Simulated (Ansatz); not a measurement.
**Structure relaxation of Se**

These are results of DFT PBEsol, scalar-relativistic, plane waves, PAW in Ansatz, not measurements.

The start puts Se on the beta-tin structure type (I4_1/amd, No. 141), at a guessed volume.

Input of the last, converged step (default PAW datasets):

```yaml
crystal:
  lattice:
    - [-2.6741555653, 2.6741555653, 1.5089767521]
    - [2.6741555653, -2.6741555653, 1.5089767521]
    - [2.6741555653, 2.6741555653, -1.5089767521]
  atoms:
    - { symbol: Se, position: [0.0, 0.0, 0.0] }
    - { symbol: Se, position: [0.75, 0.25, 0.5] }
basis:
  ecutwfc: 420
kpoints:
  mp_grid: { grid: [16, 16, 16] }
hamiltonian:
  xc: pbesol
scf:
  occupations: { method: gaussian, width: 0.1 }
output:
  forces: true
  stress: true
  eigenvalues: true
relax:
  adjacent_minimum: "off"
  f_tol: 0.01
  max_steps: 80
  cell: { stress_tol: 0.05 }
```

It can be run as:

```bash
ansatz run input.yaml --threads 1 --pin off --backend cpu --events-out ev --progress --plain --runs-dir out  # memory cap (--max-ram) not shown
```

The program printed at the end:

```
SCF converged after 6 iterations
Free energy (F): -10847.787734 eV
Harris-Foulkes:  -10847.787734 eV  (|F-HF|=0.00e0)
Internal energy: -10847.781627 eV  (E = F + TS)
E sigma→0 (E₀):  -10847.784680 eV
Entropy (-TS):   -0.006107 eV (-3.053 meV/atom)
Fermi energy:    10.448976 eV
--- Per-component energies (eV) ---
  E_band       = -719.365950
  E_kinetic    = 233.877249
  E_local      = -4363.664485  (includes V_loc(G=0)·N_el)
  E_nonlocal   = -1181.999578
  E_hartree    = 2177.662241
  E_xc         = -205.594629
  E_vxc        = -194.739685  (∫ρ·V_xc dr)
  E_paw        = -3737.417497  (= ΣΔE_a)
  E_vpaw       = 431.837060  (= ΣTr[D̂ρ^β])
  E_aug_tail   = -0.001203  (compensation charges beyond the density's cutoff)
  E_ewald      = -3772.660626
  E_core_change = 2.016901  (= ΣΔE_core)
  E_smearing   = -0.006107  (= −TS)
  E_closure    = 0.000000  (closes the sum)
  Σ components = -10847.787734   (vs F -10847.787734, Δ=0.00e0)
--- Forces (eV/Å), atoms counted from 1 ---
  atom   1  Se     0.00000000     0.00000000     0.00000000
  atom   2  Se     0.00000000     0.00000000     0.00000000
  max |Σ_I F_I| component: 3.47e-18 eV/Å
--- Stress (GPa, compression-positive) ---
       -0.013439       0.000000       0.000000
        0.000000      -0.013439       0.000000
        0.000000       0.000000      -0.005748
  P = ⅓ Tr σ = -0.0109 GPa (-0.109 kbar)
--- Relaxed structure (12 steps of the walk, 9 accepted, 1 SCFs on fresh bases) ---
  F+E_penalty+E_count = -10847.78773355 eV   max|allowed force component| = 1.735e-18 eV/Å   (the final SCF, on the basis selected at the relaxed cell)
  cell:  # Å, volume = 43.0877 Å³
    - [-2.824417, 2.824417, 1.350317]
    - [2.824417, -2.824417, 1.350317]
    - [2.824417, 2.824417, -1.350317]
  atoms:
    - { symbol: Se, position: [0.000000, 0.000000, 0.000000] }
    - { symbol: Se, position: [0.750000, 0.250000, 0.500000] }
```

Absolute energies hang on the potentials; compare differences alone.

The result has space group I4_1/amd (No. 141). Around Se lie 2 Se at 2.70 Å, 4 Se at 2.90 Å and 4 Se at 3.48 Å.

It lies 0.31 eV/atom above the element's standard state at the same level.

The k mesh leaves about 4 meV/atom of noise in metals.

Symmetry constrained the relaxation, so the result can be a saddle point.